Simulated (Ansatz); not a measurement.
**CaSe in Ansatz: the effect of functional**

Crystal: CaSe.

```
Se Ca
1.0
     0.00000    2.93616    2.93616
     2.93616    0.00000    2.93616
     2.93616    2.93616    0.00000
Se Ca
1 1
Direct
  0.50000 0.50000 0.50000
  0.00000 0.00000 0.00000
```

The cell isn't the ideal one: volume scaled by 0.98.

Alike in all runs:

| Quantity | Value |
| --- | --- |
| Program | Ansatz 0.2.0 |
| Task | single point |
| Potentials or basis | Ansatz PAW |
| k mesh | 8 × 8 × 8 |
| Occupations | fermi-dirac, width 0.05 eV |
| Spin | no spin polarisation |

Q: One run gave: gap on the mesh 1.83 eV; pressure -2.2 GPa. Which functional did it use?
A. r2SCAN
B. LDA
C. PBEsol

A: B.

```csv
functional,cutoff,gap on the mesh (eV),pressure (GPa)
LDA,420 eV (not typed: the program's choice for these potentials),1.83,-2.2
PBEsol,420 eV (not typed: the program's choice for these potentials),1.88,-0.1
r2SCAN,500 eV (not typed: the program's choice for these potentials),2.44,1.8
```

Caveats: the PAW data sets come from PBE, with cores solved anew for the run's functional, which leaves a small shift of forces and pressure.

A k mesh can miss the band edges.
